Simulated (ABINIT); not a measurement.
Crystal: Dy.

```xyz
2
Lattice="3.5903 0.0000 0.0000 -1.7952 3.1093 0.0000 0.0000 0.0000 5.6475" Properties=species:S:1:pos:R:3 pbc="T T T"
Dy    1.7952    1.0364    4.2356
Dy    0.0000    2.0729    1.4119
```

| Property | Result |
| --- | --- |
| Program | ABINIT 10.8.3 (patched build) |
| Task | relaxation of cell and atoms |
| Functional | PBE |
| Potentials or basis | JTH PAW PBE v2.0 |
| Cutoff | 544 eV |
| k mesh | 7 × 7 × 4 |
| Occupations | fermi-dirac, width 0.05 eV |
| Spin | collinear spin, ferromagnetic start |
| Starting moments | [5.0, 5.0] μB |

At the start: pressure 1.4 GPa; volume 31.52 Å³/atom.

Q: Where does the relaxation end?

A: Over 9 steps the energy falls by 10.5 meV/atom and the volume is 33.03 Å³/atom (+4.8 %); space group P6_3/mmc (No. 194, to 0.05 Å); moment 9.76 μB per cell.

Step by step:
| step | energy change (eV) | largest force (eV/Å) | pressure (GPa) | volume (Å³) |
| --- | --- | --- | --- | --- |
| 1 | 0.0000 | 0.0000 | 1.37 | 63.04 |
| 2 | -0.0030 | 0.0000 | 1.25 | 63.31 |
| 3 | -0.0203 | 0.0000 | -0.06 | 66.25 |
| 4 | -0.0204 | 0.0000 | -0.09 | 66.32 |
| 5 | -0.0208 | 0.0000 | -0.13 | 66.40 |
| 6 | -0.0210 | 0.0000 | -0.11 | 66.33 |
| 7 | -0.0210 | 0.0000 | -0.04 | 66.15 |
| 8 | -0.0209 | 0.0000 | 0.00 | 66.06 |
| 9 | -0.0209 | 0.0000 | 0.00 | 66.05 |

Final structure:
```
CELL_PARAMETERS angstrom
3.61486 0.00000 0.00000
-1.80743 3.13056 0.00000
0.00000 0.00000 5.83686
ATOMIC_POSITIONS crystal
Dy 0.66667 0.33333 0.75000
Dy 0.33333 0.66667 0.25000
```

Caveat: the magnetic or orbital state may not be the lowest.
